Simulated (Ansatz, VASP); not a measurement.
**Two plane-wave programs on Ni**

```
Ni
1.0
     0.00000    1.77409    1.77409
     1.77409    0.00000    1.77409
     1.77409    1.77409    0.00000
Ni
1
Cartesian
  0.0000 0.0000 0.0000
```

Alike in both runs: task single point; functional RPBE; k mesh 25 × 25 × 25; occupations fermi-dirac, width 0.1 eV; no spin polarisation.

|  | VASP | Ansatz |
| --- | --- | --- |
| version | VASP 6.6.1 | Ansatz 0.2.0 |
| potentials or method | VASP PAW PBE potentials, release 64 (Ni) | plane waves (420 eV) with PAW, scalar-relativistic |
| plane-wave cutoff (eV) | 520 | 420 |
| valence electrons in the cell | 10 | 18 |

|  | VASP | Ansatz | Ansatz less VASP |
| --- | --- | --- | --- |
| pressure (GPa) | 0.3 | 0.0 | -0.26 |

The two sets of potentials don't hold the same shells in valence.

Caveats: the PAW data sets were made with another functional, which shifts forces and pressure a little (VASP); the run has no spin polarisation, though such a crystal can be magnetic. Spin polarisation is off, so any magnetic state and its effect on volume and gap are missing.
